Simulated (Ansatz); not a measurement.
## Strain response of Si₂W

Computed with DFT r2SCAN, scalar-relativistic, plane waves, PAW in Ansatz 0.2.0. (500 eV cutoff, 12×12×6 k-mesh, Gaussian smearing of 0.10 eV, no spin polarisation)

Reference structure (relaxed):

```
CELL_PARAMETERS angstrom
3.21129 0.00000 0.00000
0.00000 3.21129 0.00000
0.00000 0.00000 7.80462
ATOMIC_POSITIONS crystal
Si 0.00000 0.00000 0.33482
Si 0.50000 0.50000 0.16518
Si 0.50000 0.50000 0.83482
Si 0.00000 0.00000 0.66518
W 0.00000 0.00000 0.00000
W 0.50000 0.50000 0.50000
```

Deformation: biaxial strain in the a-b plane, with the length and tilt of c and the atoms relaxed, all within the symmetry that the strain leaves. Energies are extrapolated to zero smearing. Stress is positive in compression, on the Cartesian axes of the cell above.

Spin–orbit coupling is left out, which can shift energies with elements as heavy as these.

| strain (%) | ΔE (meV/atom) | a (Å) | b (Å) | c (Å) | σxx (GPa) | σyy (GPa) | σzz (GPa) |
| --- | --- | --- | --- | --- | --- | --- | --- |
| -4.5 | 100.0 | 3.067 | 3.067 | 7.955 | 28.50 | 28.50 | 0.00 |
| -3.0 | 43.0 | 3.115 | 3.115 | 7.898 | 18.01 | 18.01 | -0.01 |
| -1.5 | 10.4 | 3.163 | 3.163 | 7.848 | 8.52 | 8.52 | -0.01 |
| +0.0 | 0.0 | 3.211 | 3.211 | 7.805 | 0.01 | 0.01 | 0.01 |
| +1.5 | 9.7 | 3.259 | 3.259 | 7.767 | -7.52 | -7.52 | 0.00 |
| +3.0 | 37.5 | 3.308 | 3.308 | 7.734 | -14.10 | -14.10 | 0.00 |
| +4.5 | 81.3 | 3.356 | 3.356 | 7.705 | -19.78 | -19.78 | 0.00 |